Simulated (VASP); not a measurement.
A run of VASP 6.6.1 is set up as follows.

INCAR

```
SYSTEM = W
PREC = Accurate ; ENCUT = 350
EDIFF = 1E-7 ; ISMEAR = 0
SIGMA = 0.1 ; LREAL = .FALSE.
LASPH = .TRUE. ; NELM = 100
ALGO = Fast ; ISIF = 2
LWAVE = .FALSE. ; LCHARG = .FALSE.
GGA = PE
```

The input KPOINTS:

```
regular mesh
0
G
  18 18 18
  0 0 0
```

POSCAR

```
W                                       
1.0
   -1.5595576229      1.5595576229      1.5595576229
    1.5595576229     -1.5595576229      1.5595576229
    1.5595576229      1.5595576229     -1.5595576229
  W             
     1
Direct
     0.0000000000000000    0.0000000000000000    0.0000000000000000
```

Potentials or basis: VASP PAW PBE potentials, release 64 (W_sv).

The run is started by

```sh
$ cat potpaw_PBE.64/W_sv/POTCAR > POTCAR
$ mpirun -np 1 vasp_std > vasp.out
```

**Question.** What does it give for the band gap on the k mesh?

**Answer.** None (metal or under the smearing width).

**Question.** What does it give for the pressure?

**Answer.** 21.7 GPa.

Caveat: so large a pressure means that the cell lies far from this level's equilibrium, or that cutoff or potentials fall short. Spin-orbit coupling is left out, which matters for the levels of W.
